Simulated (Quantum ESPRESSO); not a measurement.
# Ta: phonons at P under several settings

```
CELL_PARAMETERS angstrom
-1.65128 1.65128 1.65128
1.65128 -1.65128 1.65128
1.65128 1.65128 -1.65128
ATOMIC_POSITIONS crystal
Ta 0.00000 0.00000 0.00000
```

All runs used Quantum ESPRESSO 7.5; k mesh 11 × 11 × 11; relaxed cell; no spin polarisation; cutoff 789 eV; occupations cold, width 0.2 eV.

```csv
level,potentials,volume (Å³/atom),frequencies (cm⁻¹)
LDA,PseudoDojo 0.4.1 SR LDA standard,17.08,124 124 124
PBE,PseudoDojo 0.4.1 SR PBE standard,18.23,109 109 109
PBEsol,PseudoDojo 0.4.1 SR PBEsol standard,17.63,119 119 119
RPBE,PseudoDojo 0.4.1 SR PBE standard,18.55,101 101 101
PW91,PseudoDojo 0.4.1 SR PBE standard,?,?
AM05,PseudoDojo 0.4.1 SR PBE standard,17.63,121 121 121
vdW-DF-cx,PseudoDojo 0.4.1 SR PBE standard,17.70,121 121 121
```

Task: What stands in the row left open?

Result: Volume 18.20 Å³/atom; frequencies 111 111 111 cm⁻¹.

Caveats: the q point doesn't lie on the k mesh, which can shift a metal's frequencies strongly unless the mesh is converged; the potentials were made for another functional, which shifts forces and pressure (some runs).

For the row left open. Caveat: the potentials were made for another functional, which shifts forces and pressure; the q point doesn't lie on the k mesh, which can shift a metal's frequencies strongly unless the mesh is converged.
